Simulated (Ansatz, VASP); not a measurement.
## MgO in VASP and in Ansatz

```xyz
4
Lattice="3.4541 0.0000 0.0000 -1.7270 2.9913 0.0000 0.0000 0.0000 4.2925" Properties=species:S:1:pos:R:3 pbc="T T T"
Mg    1.7270    0.9248    3.2193
Mg    0.0000    2.0665    1.0731
O     1.7270    1.0504    1.0731
O     0.0000    1.9409    3.2193
```

Change from the starting cell: mode 5 frozen in at -0.073 Å, strain +e along z and -e/2 along x and y +0.0233.

Alike in both runs: task single point; functional PBEsol; k mesh 9 × 9 × 6; occupations gaussian, width 0.05 eV; no spin polarisation.

|  | VASP | Ansatz |
| --- | --- | --- |
| version | VASP 6.6.1 | Ansatz 0.2.0 |
| potentials or method | VASP PAW PBE potentials, release 64 (Mg, O) | scalar-relativistic, plane waves, PAW |
| plane-wave cutoff (eV) | 520 | 520 |
| valence electrons in the cell | 16 | 32 |

```csv
,VASP,Ansatz,Ansatz less VASP
gap on the k mesh at the Fermi level (eV),3.20,3.20,+0.009
least direct gap on the mesh (eV),3.20,3.20,+0.009
pressure (GPa),-0.2,0.2,+0.40
largest component of the traceless stress (GPa),3.48,3.37,-0.103
rms of the force components (eV/Å),0.255,0.252,-0.0030
```

Atom by atom the forces differ by 0.003 eV/Å (rms over components). The two sets of potentials don't hold the same shells in valence. Ansatz warned: «pseudo_functional_mismatch».

Caveats: the PAW data sets were made with another functional, which shifts forces and pressure a little (VASP).
